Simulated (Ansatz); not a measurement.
Cs:

```
Cs
1.0
     0.00000    3.94834    3.94834
     3.94834    0.00000    3.94834
     3.94834    3.94834    0.00000
Cs
1
Direct
  0.00000 0.00000 0.00000
```

This isn't the form of Cs at room conditions, which is bcc.

```yaml
Program: Ansatz 0.2.0
Task: relaxation of cell and atoms
Functional: PBEsol
Potentials_or_basis: all-electron LAPW, scalar-relativistic
Basis_error_allowed: 0.001 eV/atom
k_mesh: 6 × 6 × 6
Occupations: fermi-dirac, width 0.05 eV
Spin: no spin polarisation
```

At the start: volume 123.10 Å³/atom.

How do energy, volume and symmetry change on relaxing?

Over 5 steps the energy falls by 7.8 meV/atom and the volume is 110.80 Å³/atom (-10.0 %); space group Fm-3m (No. 225, to 0.05 Å).

The path:
```csv
step,energy change (eV),largest force (eV/Å),volume (Å³)
1,0.0000,0.0000,123.10
2,-0.0009,0.0000,122.28
3,-0.0076,0.0000,108.90
4,-0.0078,0.0000,110.80
5,-0.0078,0.0000,110.80
```

Final structure:
```
CELL_PARAMETERS angstrom
0.00000 3.81219 3.81219
3.81219 0.00000 3.81219
3.81219 3.81219 0.00000
ATOMIC_POSITIONS crystal
Cs 0.00000 0.00000 0.00000
```
